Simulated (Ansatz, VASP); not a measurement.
**P in VASP and in Ansatz**

```
P
1.0
     2.41957    0.00000    0.00000
     0.00000    2.41957    0.00000
     0.00000    0.00000    2.41962
P
1
Direct
  0.00000 0.00000 0.00000
```

Alike in both runs: functional PBEsol; k mesh 10 × 10 × 10; occupations gaussian, width 0.1 eV; no spin polarisation.

Ansatz relaxed the structure, and its values are those at the end. VASP's run is a single point on that final structure, the one shown.

|  | VASP | Ansatz |
| --- | --- | --- |
| version | VASP 6.6.1 | Ansatz 0.2.0 |
| potentials or method | VASP PAW PBE potentials, release 64 (P) | scalar-relativistic, plane waves, PAW |
| plane-wave cutoff (eV) | 520 | 420 |
| valence electrons in the cell | 5 | 5 |

|  | VASP | Ansatz | Ansatz less VASP |
| --- | --- | --- | --- |
| gap on the k mesh at the Fermi level (eV) | none | none | - |
| pressure (GPa) | 0.1 | 0.0 | -0.09 |

A gap of «none» marks a metal or a gap that the smearing closes.

Caveats: the PAW data sets were made with another functional, which shifts forces and pressure a little (VASP).
